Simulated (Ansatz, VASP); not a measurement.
ZnS: VASP beside Ansatz

Contents of INCAR:

```
SYSTEM = ZnS
PREC = Accurate ; ENCUT = 520
EDIFF = 1E-7 ; ISMEAR = 0
SIGMA = 0.01 ; LREAL = .FALSE.
LASPH = .TRUE. ; NELM = 60
ALGO = Normal ; ISIF = 2
LWAVE = .FALSE. ; LCHARG = .FALSE.
GGA = CA ; NBANDS = 16
```

KPOINTS

```
Automatic mesh
0
G
  8 8 8
  0 0 0
```

File POSCAR:

```
ZnS
1.0
    2.6484687084      2.6484687084      0.0000000000
   -2.6484687084      2.6484687084      0.0000000000
    0.0000000000      2.6484687084      2.6484687084
Zn S
1 1
Direct
    0.7500000000      0.2500000000      0.5000000000
    0.0000000000      0.0000000000      0.0000000000
```

Input for Ansatz:

```yaml
crystal:
  lattice:
    - [2.64846870836, 2.64846870836, 0.0]
    - [-2.64846870836, 2.64846870836, 0.0]
    - [0.0, 2.64846870836, 2.64846870836]
  atoms:
    - { symbol: Zn, position: [0.75, 0.25, 0.5] }
    - { symbol: S, position: [0.0, 0.0, 0.0] }
kpoints:
  mp_grid: { grid: [8, 8, 8] }
scf:
  occupations: { method: fixed }
hamiltonian:
  xc: lda
  pseudopotentials: { kind: all_electron, lapw: { basis_error: 0.001 } }
output:
  forces: true
  stress: true
  eigenvalues: true
  eigenstates:
    nscf_kmesh: { grid: [12, 12, 12] }
    de_dk: true
    e_range: [-9, 12.12517494354]
checkpoint:
  write: ck
  write_wavefunctions: false
```

Alike in both runs: task single point; functional LDA; k mesh 8 × 8 × 8; no spin polarisation.

```csv
,VASP,Ansatz
version,VASP 6.6.1,Ansatz 0.2.0
potentials or method,"VASP PAW LDA potentials, release 64 (Zn, S)","all-electron LAPW, scalar-relativistic"
plane-wave cutoff (eV),520,see its input
occupations,"gaussian, width 0.01 eV",fixed
```

Ansatz gave:

```
gap on the k mesh at the Fermi level (eV) : 2.13
pressure (GPa)                            : 0.0
```

Question: Which values does VASP return?

Answer: gap on the k mesh at the Fermi level (eV): 2.16; pressure (GPa): 0.3.

Ansatz ran all-electron here, so the differences hold the error of VASP's frozen core and of both bases.

As with any semilocal functional, this LDA gap is likely too small.
